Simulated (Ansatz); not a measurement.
Wanted: the native input for an Ansatz 0.2.0 run.

| Quantity | Value |
| --- | --- |
| Task | band structure |
| Functional | r2SCAN |
| Potentials or basis | Ansatz PAW |
| Cutoff | 500 eV (not typed: the program's choice for these potentials) |
| k mesh | 9 × 9 × 5 |
| Occupations | fermi-dirac, width 0.05 eV |
| Spin | no spin polarisation |
| Path | [["G", "M", "K", "G", "A", "L", "H", "A"], ["L", "M"], ["K", "H"]] |
| Points for each segment of the path | 14 |

ZnO (zincite):

```
Zn O
1.0
     3.24931    0.00000    0.00000
    -1.62465    2.81398    0.00000
     0.00000    0.00000    5.20571
Zn O
2 2
Direct
  0.66667 0.33333 0.00000
  0.33333 0.66667 0.50000
  0.33333 0.66667 0.87901
  0.66667 0.33333 0.37901
```

These files were run (other wordings do the same):

input.yaml

```yaml
crystal:
  lattice:
    - [3.249308, 0.0, 0.0]
    - [-1.624654, 2.8139832727, 0.0]
    - [0.0, 0.0, 5.205709]
  atoms:
    - { symbol: Zn, position: [0.6666666667, 0.3333333333, 0.0] }
    - { symbol: Zn, position: [0.3333333333, 0.6666666667, 0.5] }
    - { symbol: O, position: [0.3333333333, 0.6666666667, 0.87901] }
    - { symbol: O, position: [0.6666666667, 0.3333333333, 0.37901] }
hamiltonian:
  xc: r2scan
  pseudopotentials: { kind: paw }
kpoints:
  mp_grid: { grid: [9, 9, 5] }
  band_path:
    path:
      - [[0.0, 0.0, 0.0], [0.5, 0.0, 0.0], [0.3333333333, 0.3333333333, 0.0], [0.0, 0.0, 0.0], [0.0, 0.0, 0.5], [0.5, 0.0, 0.5], [0.3333333333, 0.3333333333, 0.5], [0.0, 0.0, 0.5]]
      - [[0.5, 0.0, 0.5], [0.5, 0.0, 0.0]]
      - [[0.3333333333, 0.3333333333, 0.0], [0.3333333333, 0.3333333333, 0.5]]
    npoints: 14
scf:
  occupations: { method: fermi_dirac, width: 0.05 }
  n_extra_bands: 10
output:
  forces: true
  stress: true
  eigenvalues: true
  fatbands: false
```

Potentials or basis: Ansatz PAW.

Launch:

```console
$ ansatz run input.yaml --threads 2 --pin off --max-ram 5632MiB --backend cpu --events-out ev --progress --plain --runs-dir out
```

Results of the run:

```yaml
Pressure: -1.1 GPa
Largest_force: 0.070 eV/Å
Band_gap_on_the_k_mesh: 1.23 eV, direct
Band_gap_along_the_path: 1.23 eV, direct
```

Caveat: the PAW data sets come from PBE, with cores solved anew for the run's functional, which leaves a small shift of forces and pressure.

It took 25 s on 2 threads of Intel(R) Xeon(R) Processor @ 2.50GHz (Skylake/Cascade Lake) (shared host), peak memory 0.47 GiB.
